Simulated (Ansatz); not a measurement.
Crystal: BAs.

```xyz
2
Lattice="3.2359 0.0000 0.0000 0.0000 3.2359 0.0000 0.0000 0.0000 3.2359" Properties=species:S:1:pos:R:3 pbc="T T T"
B     0.0000    0.0000    0.0000
As    1.6179    1.6179    1.6179
```

The cell was built by a generator and needn't be a form met in nature.

Base run:

```yaml
Program: Ansatz 0.2.0
Functional: r2SCAN
Potentials_or_basis: Ansatz PAW
Cutoff: "500 eV (not typed: the program's choice for these potentials)"
k_mesh: 8 × 8 × 8
Occupations: fermi-dirac, width 0.05 eV
Spin: no spin polarisation
```

Its results: band gap on the k mesh none (metal or under the smearing width); pressure -14.8 GPa.

**Question.** After a change of settings the same cell gave: band gap on the k mesh none (metal or under the smearing width); pressure -8.0 GPa. Which change was it?
A. functional from r2SCAN to BLYP; cutoff from 500 eV (not typed: the program's choice for these potentials) to 420 eV (not typed: the program's choice for these potentials)
B. functional from r2SCAN to LDA; cutoff from 500 eV (not typed: the program's choice for these potentials) to 420 eV (not typed: the program's choice for these potentials)
C. functional from r2SCAN to revPBE; cutoff from 500 eV (not typed: the program's choice for these potentials) to 420 eV (not typed: the program's choice for these potentials)
D. functional from r2SCAN to PBEsol; cutoff from 500 eV (not typed: the program's choice for these potentials) to 420 eV (not typed: the program's choice for these potentials)

**Answer.** A.

Caveats: the PAW data sets come from PBE, with cores solved anew for the run's functional, which leaves a small shift of forces and pressure.

Runs at the PBE level aren't shown here.
